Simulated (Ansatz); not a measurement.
HgSe: levels along high-symmetry lines

```xyz
2
Lattice="0.0000 3.0360 3.0360 3.0360 0.0000 3.0360 3.0360 3.0360 0.0000" Properties=species:S:1:pos:R:3 pbc="T T T"
Hg    0.0000    0.0000    0.0000
Se    4.5540    4.5540    4.5540
```

Atoms are numbered in the order listed.

The cell is COD entry 1538962, as deposited and not checked against the literature; nothing was relaxed.

No spin–orbit coupling, which matters for the heavy atoms here.

Computed with DFT, PBEsol, all-electron LAPW, scalar-relativistic in Ansatz 0.2.0.

Numerical set-up: a Γ-centred 9×9×9 k mesh, Fermi–Dirac smearing of 0.02 eV, basis error target 0.25 meV/atom, no spin polarisation.

Points in fractions of the reciprocal vectors of this cell: Γ (0, 0, 0), X (-0.5, -0.5, 0), U (-0.375, -0.375, 0.25), K (-0.375, 0, 0.375), L (0, 0, 0.5), W (-0.5, -0.25, 0.25). The path joins them by straight lines in the order Γ–X–U–K–Γ–L–W–X; legs that retrace an earlier one aren't tabulated. Energies are in eV from the Fermi level.

**Question.** Is there a gap?

**Answer.** None at this level of theory (metallic, semimetallic, or a small gap that the functional closes).

**Question.** List the levels between -5 and 5 eV at the symmetry points.

**Answer.** 
Γ: -1.04, -0.01 (×3)
X: -2.36 (×2), 2.72, 2.85
U: -2.97, -1.93, 2.86, 4.38
K: -2.97, -1.93, 2.86, 4.38
L: -1.01 (×2), 1.02
W: -2.82, -2.48, 3.60
